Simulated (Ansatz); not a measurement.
A run of Ansatz 0.2.0 is set up as follows.

The input input:

```
crystal:
  lattice:
    - [3.223942, 0.0, 0.0]
    - [0.0, 3.223942, 0.0]
    - [0.0, 0.0, 3.223942]
  atoms:
    - { symbol: Au, position: [0.5, 0.5, 0.5] }
    - { symbol: Al, position: [0.0, 0.0, 0.0] }
hamiltonian:
  xc: hf
  pseudopotentials: { kind: paw }
kpoints:
  mp_grid: { grid: [4, 4, 4] }
scf:
  occupations: { method: fermi_dirac, width: 0.05 }
output:
  forces: true
  stress: true
  eigenvalues: true
  write_density: true
  write_potential: true
  elf: true
  volumetric_format: npy
relax:
  f_tol: 0.01
  max_steps: 40
  cell: { stress_tol: 0.05 }
```

Q: Estimate the relaxed cell.

A: a = 3.229 Å, b = 3.229 Å, c = 3.229 Å, α = 90.00°, β = 90.00°, γ = 90.00°.

Q: What does it give for the space group after relaxing (to 0.05 Å)?

A: Pm-3m (No. 221).

Step by step:
| step | energy change (eV) | largest force (eV/Å) | volume (Å³) |
| --- | --- | --- | --- |
| 1 | 0.0000 | 0.0000 | 33.51 |
| 2 | 0.0002 | 0.0000 | 33.66 |
| 3 | -0.0004 | 0.0000 | 33.66 |

Caveat: the k mesh is coarse (spacing up to 0.49 Å⁻¹), so the values aren't converged, least of all with exact exchange; the plane-wave basis is chosen anew once the cell has moved, so the energies of steps on either side of that aren't comparable; the PAW data sets come from PBE, with cores solved anew for the run's functional, which leaves a small shift of forces and pressure. The run has no spin-orbit coupling, so splittings on Au are missing.
